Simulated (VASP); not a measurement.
# InAs (F-43m) in VASP: convergence with k mesh

Aim: find how far k mesh must go before the results for InAs settle, at PBEsol. This setting moves, with any that are tied to it; all else stays.

Everything below comes from runs of VASP 6.6.1. Logs are shortened: lines on timing, memory, paths and dates and some standing lists are left out, and cuts for length are marked.

## Step 1: The structure

The structure is cubic, space group F-43m (No. 216). The conventional cell has a = 6.036 Å, b = 6.036 Å, c = 6.036 Å, α = 90.00°, β = 90.00°, γ = 90.00°. Around In (site symmetry -43m) lie 4 As at 2.61 Å. As (site symmetry -43m) has 4 In at 2.61 Å as nearest neighbours.

## Step 2: With k mesh 2 × 2 × 2

Contents of INCAR:

```
ALGO     = Normal         # electronic algorithm
EDIFF    = 1E-6           # SCF threshold, eV
ENCUT    = 520            # plane-wave cutoff, eV
GGA      = PS             # functional
ISIF     = 2              # what is computed and relaxed
ISMEAR   = 0              # smearing method
LASPH    = T              # aspherical terms in the spheres
LCHARG   = F              # write CHGCAR
LREAL    = F              # projectors in reciprocal space
LWAVE    = F              # write WAVECAR
NBANDS   = 16             # bands
NELM     = 60             # most SCF steps
PREC     = Accurate       # precision mode
SIGMA    = 0.02           # smearing width, eV
```

Contents of KPOINTS:

```
k-points
0
Gamma
  2 2 2
```

Contents of POSCAR:

```
InAs
1.0
    0.0000000000      3.0180000000      3.0180000000
    3.0180000000      0.0000000000      3.0180000000
    3.0180000000      3.0180000000      0.0000000000
In As
1 1
Direct
    0.0000000000      0.0000000000      0.0000000000
    0.7500000000      0.7500000000      0.7500000000
```

Potentials or basis: VASP PAW PBE potentials, release 64 (In_d, As).

Started as:

```
$ cat potpaw_PBE.64/In_d/POTCAR potpaw_PBE.64/As/POTCAR > POTCAR
$ mpirun -np 1 vasp_std > vasp.out
```

Run time: 3.1 s. Hardware: 1 thread of Intel Xeon 6975P-C (Granite Rapids), shared host; peak memory 0.17 GiB.

What came out:

| Property | Result |
| --- | --- |
| Free energy | -6.4721 eV |
| Pressure | 9.3 GPa |
| Band gap on the k mesh | none (metal or under the smearing width) |

## Step 3: With k mesh 3 × 3 × 3

INCAR is that of step 2.

Contents of KPOINTS:

```
k-points
0
Gamma
  3 3 3
```

POSCAR is that of step 2.

Potentials or basis: VASP PAW PBE potentials, release 64 (In_d, As).

Started as:

```
$ cat potpaw_PBE.64/In_d/POTCAR potpaw_PBE.64/As/POTCAR > POTCAR
$ mpirun -np 1 vasp_std > vasp.out
```

Wall time 3.3 s (1 thread of Intel Xeon 6975P-C (Granite Rapids), shared host); peak memory 0.17 GiB.

Results:

- Free energy: -8.0050 eV
- Pressure: 3.5 GPa
- Band gap on the k mesh: none (metal or under the smearing width)

## Step 4: With k mesh 4 × 4 × 4

INCAR is that of step 3.

Contents of KPOINTS:

```
k-points
0
Gamma
  4 4 4
```

POSCAR is that of step 3.

Started as:

```
$ cat potpaw_PBE.64/In_d/POTCAR potpaw_PBE.64/As/POTCAR > POTCAR
$ mpirun -np 1 vasp_std > vasp.out
```

Run time: 4.4 s. Hardware: 1 thread of Intel Xeon 6975P-C (Granite Rapids), shared host; peak memory 0.17 GiB.

Results:

```
Free energy            : -8.3382 eV
Pressure               : 2.2 GPa
Band gap on the k mesh : none (metal or under the smearing width)
```

## Step 5: With k mesh 5 × 5 × 5

INCAR is that of step 4.

Contents of KPOINTS:

```
k-points
0
Gamma
  5 5 5
```

POSCAR is that of step 4.

Started as:

```
$ cat potpaw_PBE.64/In_d/POTCAR potpaw_PBE.64/As/POTCAR > POTCAR
$ mpirun -np 1 vasp_std > vasp.out
```

It took 5.4 s on 1 thread of Intel Xeon 6975P-C (Granite Rapids), shared host; peak memory 0.17 GiB.

What came out:

* Free energy: -8.4318 eV
* Pressure: 1.8 GPa
* Band gap on the k mesh: none (metal or under the smearing width)

## Step 6: With k mesh 6 × 6 × 6

INCAR is that of step 5.

Contents of KPOINTS:

```
k-points
0
Gamma
  6 6 6
```

POSCAR is that of step 5.

Potentials or basis: VASP PAW PBE potentials, release 64 (In_d, As).

Started as:

```
$ cat potpaw_PBE.64/In_d/POTCAR potpaw_PBE.64/As/POTCAR > POTCAR
$ mpirun -np 1 vasp_std > vasp.out
```

Run time: 6.2 s. Hardware: 1 thread of Intel Xeon 6975P-C (Granite Rapids), shared host; peak memory 0.18 GiB.

Results:

```
Free energy            : -8.4628 eV
Pressure               : 1.7 GPa
Band gap on the k mesh : none (metal or under the smearing width)
```

## Step 7: With k mesh 7 × 7 × 7

INCAR is that of step 6.

Contents of KPOINTS:

```
k-points
0
Gamma
  7 7 7
```

POSCAR is that of step 6.

Started as:

```
$ cat potpaw_PBE.64/In_d/POTCAR potpaw_PBE.64/As/POTCAR > POTCAR
$ mpirun -np 1 vasp_std > vasp.out
```

Run time: 6.9 s. Hardware: 1 thread of Intel Xeon 6975P-C (Granite Rapids), shared host; peak memory 0.18 GiB.

Results:

* Free energy: -8.4743 eV
* Pressure: 1.6 GPa
* Band gap on the k mesh: none (metal or under the smearing width)

## Step 8: With k mesh 9 × 9 × 9

INCAR is that of step 7.

Contents of KPOINTS:

```
k-points
0
Gamma
  9 9 9
```

POSCAR is that of step 7.

Started as:

```
$ cat potpaw_PBE.64/In_d/POTCAR potpaw_PBE.64/As/POTCAR > POTCAR
$ mpirun -np 1 vasp_std > vasp.out
```

It took 10 s on 1 thread of Intel Xeon 6975P-C (Granite Rapids), shared host; peak memory 0.18 GiB.

Results:

| Quantity | Value |
| --- | --- |
| Free energy | -8.4812 eV |
| Pressure | 1.6 GPa |
| Band gap on the k mesh | none (metal or under the smearing width) |

## Step 9: With k mesh 11 × 11 × 11

INCAR is that of step 8.

Contents of KPOINTS:

```
k-points
0
Gamma
  11 11 11
```

POSCAR is that of step 8.

Potentials or basis: VASP PAW PBE potentials, release 64 (In_d, As).

Started as:

```
$ cat potpaw_PBE.64/In_d/POTCAR potpaw_PBE.64/As/POTCAR > POTCAR
$ mpirun -np 1 vasp_std > vasp.out
```

Wall time 15 s (1 thread of Intel Xeon 6975P-C (Granite Rapids), shared host); peak memory 0.2 GiB.

What came out:

```
Free energy            : -8.4828 eV
Pressure               : 1.6 GPa
Band gap on the k mesh : none (metal or under the smearing width)
```

## Step 10: With k mesh 13 × 13 × 13

INCAR is that of step 9.

Contents of KPOINTS:

```
k-points
0
Gamma
  13 13 13
```

POSCAR is that of step 9.

Potentials or basis: VASP PAW PBE potentials, release 64 (In_d, As).

Started as:

```
$ cat potpaw_PBE.64/In_d/POTCAR potpaw_PBE.64/As/POTCAR > POTCAR
$ mpirun -np 1 vasp_std > vasp.out
```

OUTCAR:

```text
EDIFF = 1E-6
   ENCUT = 520
   GGA = PS
   ISIF = 2
   ISMEAR = 0
   LASPH = T
   LREAL = F
   NELM = 60
   PREC = Accurate

 ion  position               nearest neighbor table
   1  0.000  0.000  0.000-   2 2.61   2 2.61   2 2.61   2 2.61
   2  0.750  0.750  0.750-   1 2.61   1 2.61   1 2.61   1 2.61

  LATTYP: Found a face centered cubic cell.
 ALAT       =     6.0360000000

  Lattice vectors:

 A1 = (   0.0000000000,   3.0180000000,   3.0180000000)
 A2 = (   3.0180000000,   0.0000000000,   3.0180000000)
 A3 = (   3.0180000000,   3.0180000000,   0.0000000000)

Analysis of symmetry for initial positions (statically):
=====================================================================
 Subroutine PRICEL returns:
 Original cell was already a primitive cell.

 Routine SETGRP: Setting up the symmetry group for a
 face centered cubic supercell.

 Subroutine GETGRP returns: Found 24 space group operations
 (whereof 24 operations were pure point group operations)
 out of a pool of 48 trial point group operations.

The static configuration has the point symmetry T_d .

Analysis of symmetry for dynamics (positions and initial velocities):
=====================================================================
 Subroutine PRICEL returns:
 Original cell was already a primitive cell.

 Routine SETGRP: Setting up the symmetry group for a
 face centered cubic supercell.

 Subroutine GETGRP returns: Found 24 space group operations
 (whereof 24 operations were pure point group operations)
 out of a pool of 48 trial point group operations.

[... 136 lines left out ...]
   NGX = 15   NGY = 15   NGZ = 15

 number of electron      17.9999991 magnetization

 Free energy of the ion-electron system (eV)
  ---------------------------------------------------
  ext. energy  EPLUGINS =         0.00000000
  ---------------------------------------------------
  free energy    TOTEN  =        -8.48322989 eV

  energy without entropy =       -8.48321585  energy(sigma->0) =       -8.48322287

 E-fermi :   4.4339     XC(G=0):  -9.3084

 val. band max:        4.4277870972   @ k =   0.0000   0.0000   0.0000
 cond. band min:       5.1617495191   @ k =   0.0769   0.0000   0.0000
 fundamental gap:      0.7339624219
 Fermi energy:         4.4338784449

 k-point     1 :       0.0000    0.0000    0.0000
  band No.  band energies     occupation
      1      -9.9159      2.00000
      2      -9.9159      2.00000
      3      -9.9159      2.00000
      4      -9.7855      2.00000
      5      -9.7855      2.00000
      6      -7.4984      2.00000
[... 433 lines left out ...]
      3      -9.8713      2.00000
      4      -9.7909      2.00000
      5      -9.7743      2.00000
      6      -6.0072      2.00000
[... 8 lines left out ...]
     15      14.6213      0.00000
     16      15.4150      0.00000

 [... further k-points ...]

------------------------ aborting loop because EDIFF is reached ----------------------------------------

  FORCE on cell =-STRESS in cart. coord.  units (eV):
  Direction    XX          YY          ZZ          XY          YZ          ZX
  --------------------------------------------------------------------------------------
  -------------------------------------------------------------------------------------
  Total        0.5440562      0.5440562      0.5440562      0.0000000      0.0000000      0.0000000
  in kB       15.8550151     15.8550151     15.8550151      0.0000000      0.0000000      0.0000000
  external PRESSURE =      15.8550151 kB  Pullay stress =       0.0000000 kB

 VOLUME and BASIS-vectors are now :
 -----------------------------------------------------------------------------
  energy-cutoff  :      520.00
  volume of cell :       54.98
      direct lattice vectors                 reciprocal lattice vectors
     0.000000000  3.018000000  3.018000000    -0.165672631  0.165672631  0.165672631
     3.018000000  0.000000000  3.018000000     0.165672631 -0.165672631  0.165672631
     3.018000000  3.018000000  0.000000000     0.165672631  0.165672631 -0.165672631

 POSITION                                       TOTAL-FORCE (eV/Angst)
 -----------------------------------------------------------------------------------
      0.00000      0.00000      0.00000        -0.000000     -0.000000     -0.000000
      4.52700      4.52700      4.52700         0.000000      0.000000      0.000000
 -----------------------------------------------------------------------------------
    total drift:                                0.000000      0.000000      0.000000

  FREE ENERGIE OF THE ION-ELECTRON SYSTEM (eV)
  ---------------------------------------------------
  free  energy   TOTEN  =        -8.4832298889 eV

  energy  without entropy=       -8.4832158459  energy(sigma->0) =       -8.48322287
```

stdout:

```text
POSCAR found type information on POSCAR InAs
 POSCAR found :  2 types and       2 ions
 scaLAPACK will be used
 -----------------------------------------------------------------------------
|                                                                             |
|                                                                             |
|     You enforced a specific xc type in the INCAR file but a different       |
|     I HOPE YOU KNOW WHAT YOU ARE DOING!                                     |
|                                                                             |
 -----------------------------------------------------------------------------

 LDA part: xc-table for (Slater+PW92), standard interpolation
 POSCAR, INCAR and KPOINTS ok, starting setup
 FFT: planning ... GRIDC
 FFT: planning ... GRID_SOFT
 FFT: planning ... GRID
 WAVECAR not read
 entering main loop
```

It took 26 s on 1 thread of Intel Xeon 6975P-C (Granite Rapids), shared host; peak memory 0.22 GiB.

Results:

| Item | Value |
| --- | --- |
| Free energy | -8.4832 eV |
| Pressure | 1.6 GPa |
| Band gap on the k mesh | none (metal or under the smearing width) |

## Step 11: Summary

| k mesh | energy less the tightest run, at zero smearing (meV/atom) | pressure (GPa) | SCF cycles | CPU time (s) | peak memory (GiB) |
| --- | --- | --- | --- | --- | --- |
| 2 × 2 × 2 | 1006.53 | 9.31 | 12 | 2.6 | 0.17 |
| 3 × 3 × 3 | 239.38 | 3.45 | 12 | 2.9 | 0.17 |
| 4 × 4 × 4 | 72.65 | 2.17 | 12 | 3.9 | 0.17 |
| 5 × 5 × 5 | 25.75 | 1.79 | 12 | 4.9 | 0.17 |
| 6 × 6 × 6 | 10.26 | 1.67 | 12 | 5.7 | 0.18 |
| 7 × 7 × 7 | 4.47 | 1.62 | 12 | 6.4 | 0.18 |
| 9 × 9 × 9 | 1.00 | 1.59 | 12 | 10 | 0.18 |
| 11 × 11 × 11 | 0.22 | 1.59 | 12 | 15 | 0.2 |
| 13 × 13 × 13 | 0.00 | 1.59 | 12 | 26 | 0.22 |

Against the tightest run, the energy stays within 1 meV/atom from 11 × 11 × 11 on; the pressure stays within 0.1 GPa from 6 × 6 × 6 on. Meshes of other sizes hit other points, so gaps and Fermi surfaces needn't settle smoothly. The tightest run that finished is the yardstick and may itself not be fully converged.

Caveats: the PAW data sets were made with another functional, which shifts forces and pressure a little.
